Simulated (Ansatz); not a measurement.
Bi:

```xyz
2
Lattice="3.2384 0.0000 0.0000 0.0000 3.2216 0.0000 -0.0805 0.0000 6.4439" Properties=species:S:1:pos:R:3 pbc="T T T"
Bi    1.7022    0.0000    4.8302
Bi    1.4558    0.0000    1.6137
```

This isn't the form of Bi at room conditions, which is rhombohedral.

Base run:

| Property | Result |
| --- | --- |
| Program | Ansatz 0.2.0 |
| Functional | PBEsol |
| Potentials or basis | all-electron LAPW, scalar-relativistic |
| Cutoff | 188 eV (chosen from the basis error) |
| Basis error allowed | 0.001 eV/atom |
| k mesh | 8 × 8 × 4 |
| Occupations | fermi-dirac, width 0.05 eV |
| Spin | no spin polarisation |

Its results: pressure -0.4 GPa; largest force 0.013 eV/Å.

**Question.** The run is repeated on the same cell with these changes: functional from PBEsol to LDA. What comes out?

**Answer.** Pressure -1.7 GPa; largest force 0.018 eV/Å.

LDA binds more tightly than PBEsol, so the same cell stands under less pressure.
